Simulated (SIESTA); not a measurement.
NbAs:

```
Nb As
1.0
    -1.72585    1.72585    5.84000
     1.72585   -1.72585    5.84000
     1.72585    1.72585   -5.84000
Nb As
2 2
Direct
  0.50000 0.00000 0.50000
  0.75000 0.75000 0.00000
  0.91600 0.41600 0.50000
  0.16600 0.16600 0.00000
```

Base run:

| Item | Value |
| --- | --- |
| Program | SIESTA 5.4.2 |
| Functional | PBEsol |
| Potentials or basis | PseudoDojo 0.4 standard (PBEsol files) |
| Basis | DZP (energy shift 0.003 Ry; two zetas on semicore shells) |
| Grid cutoff | 800 Ry |
| Energy shift | 0.003 Ry |
| k mesh | 11 × 11 × 11 |
| Occupations | fermi-dirac, width 0.05 eV |
| Spin | no spin polarisation |

Its results: band gap on the k mesh none (metal or under the smearing width); pressure 0.4 GPa; largest force 0.340 eV/Å.

Task: The run is repeated on the same cell with these changes: functional from PBEsol to PBE; potentials or basis from PseudoDojo 0.4 standard (PBEsol files) to PseudoDojo 0.4 standard (PBE files). What comes out?

Result: Band gap on the k mesh none (metal or under the smearing width); pressure 6.1 GPa; largest force 0.346 eV/Å.

Caveats: the basis of atomic orbitals isn't converged, which shifts pressures, moduli and gaps.

Not every run made on this cell is shown here.
